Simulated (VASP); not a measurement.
# TiO: band structure with TB-mBJ

Crystal: TiO.

```
Ti O
1.0
     3.03100    0.00000    0.00000
    -1.51550    2.62492    0.00000
     0.00000    0.00000    3.23770
Ti O
1 1
Direct
  0.66667 0.33333 0.00000
  0.00000 0.00000 0.50000
```

| Property | Result |
| --- | --- |
| Program | VASP 6.6.1 |
| Task | band structure |
| Functional | TB-mBJ |
| Potentials or basis | VASP PAW PBE potentials, release 64 (Ti_sv, O) |
| Cutoff | 520 eV |
| k mesh | 10 × 10 × 8 |
| Occupations | fermi-dirac, width 0.05 eV |
| Spin | no spin polarisation |
| Further INCAR settings | ALGO = Normal; EDIFF = 1e-07 |

- Band gap on the k mesh: 0.33 eV, direct
- Band gap along the path: 0.28 eV, indirect (least direct gap 0.33 eV)

Levels at the corners of the path, in eV from the valence-band top:
```tsv
point	band 5	band 6	band 7	band 8	band 9	band 10	band 11	band 12	band 13
Γ	-20.57	-4.42	-3.84	-3.84	-2.15	1.13	1.13	1.42	2.17
M	-19.97	-6.44	-4.90	-3.87	-1.41	1.49	1.84	2.20	2.50
M	-19.97	-6.44	-4.90	-3.87	-1.41	1.49	1.84	2.20	2.50
K	-19.89	-5.68	-5.31	-4.89	0.00	0.91	0.91	1.10	3.18
K	-19.89	-5.68	-5.31	-4.89	0.00	0.91	0.91	1.10	3.18
Γ	-20.57	-4.42	-3.84	-3.84	-2.15	1.13	1.13	1.42	2.17
Γ	-20.57	-4.42	-3.84	-3.84	-2.15	1.13	1.13	1.42	2.17
A	-20.17	-7.00	-3.61	-3.61	-0.05	0.28	0.28	2.26	2.26
A	-20.17	-7.00	-3.61	-3.61	-0.05	0.28	0.28	2.26	2.26
L	-19.95	-5.86	-5.76	-4.45	-0.68	1.68	1.69	2.16	2.99
L	-19.95	-5.86	-5.76	-4.45	-0.68	1.68	1.69	2.16	2.99
H	-19.91	-5.84	-5.74	-4.80	-0.22	1.47	1.81	2.28	3.01
H	-19.91	-5.84	-5.74	-4.80	-0.22	1.47	1.81	2.28	3.01
A	-20.17	-7.00	-3.61	-3.61	-0.05	0.28	0.28	2.26	2.26
L	-19.95	-5.86	-5.76	-4.45	-0.68	1.68	1.69	2.16	2.99
M	-19.97	-6.44	-4.90	-3.87	-1.41	1.49	1.84	2.20	2.50
K	-19.89	-5.68	-5.31	-4.89	0.00	0.91	0.91	1.10	3.18
H	-19.91	-5.84	-5.74	-4.80	-0.22	1.47	1.81	2.28	3.01
```

It took 100 s on 1 thread of AMD EPYC 9R45 (Zen 5), on a shared host, peak memory 0.13 GiB.
